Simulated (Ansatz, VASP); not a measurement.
# CaF2 (pbe) in VASP and in Ansatz

File INCAR:

```
  PREC = Accurate
  ENCUT = 520
  EDIFF = 1E-6
  ISMEAR = 0
  SIGMA = 0.1
  LREAL = False
  LASPH = True
  NELM = 100
  ALGO = Fast
  ISIF = 2
  LWAVE = False
  LCHARG = True
  GGA = PE
  LELF = True
  LVHAR = True
  NBANDS = 19
```

The input KPOINTS:

```
regular mesh
0
Gamma
  6 6 6
```

The input POSCAR:

```
CaF2
1.0
    0.0000000000      2.7316045000      2.7316045000
    2.7316045000      0.0000000000      2.7316045000
    2.7316045000      2.7316045000      0.0000000000
Ca F
1 2
Direct
    0.0000000000      0.0000000000      0.0000000000
    0.2500000000      0.2500000000      0.2500000000
    0.7500000000      0.7500000000      0.7500000000
```

Input for Ansatz:

```yaml
crystal:
  lattice:
    - [0.0, 2.7316045, 2.7316045]
    - [2.7316045, 0.0, 2.7316045]
    - [2.7316045, 2.7316045, 0.0]
  atoms:
    - { symbol: Ca, position: [0.0, 0.0, 0.0] }
    - { symbol: F, position: [0.25, 0.25, 0.25] }
    - { symbol: F, position: [0.75, 0.75, 0.75] }
basis:
  ecutwfc: 420
kpoints:
  mp_grid: { grid: [6, 6, 6] }
hamiltonian:
  xc: pbe
scf:
  occupations: { method: gaussian, width: 0.1 }
output:
  forces: true
  stress: true
  eigenvalues: true
```

Alike in both runs: task single point; functional PBE; k mesh 6 × 6 × 6; occupations gaussian, width 0.1 eV; no spin polarisation.

|  | VASP | Ansatz |
| --- | --- | --- |
| version | VASP 6.6.1 | Ansatz 0.2.0 |
| potentials or method | VASP PAW PBE potentials, release 64 (Ca_sv, F) | scalar-relativistic, plane waves, PAW |
| plane-wave cutoff (eV) | 520 | 420 |
| valence electrons in the cell | 24 | 24 |

```csv
,VASP,Ansatz,Ansatz less VASP
gap on the k mesh at the Fermi level (eV),7.27,7.30,+0.023
least direct gap on the mesh (eV),7.53,7.55,+0.021
pressure (GPa),2.4,2.1,-0.26
```

A k mesh can miss the band edges.
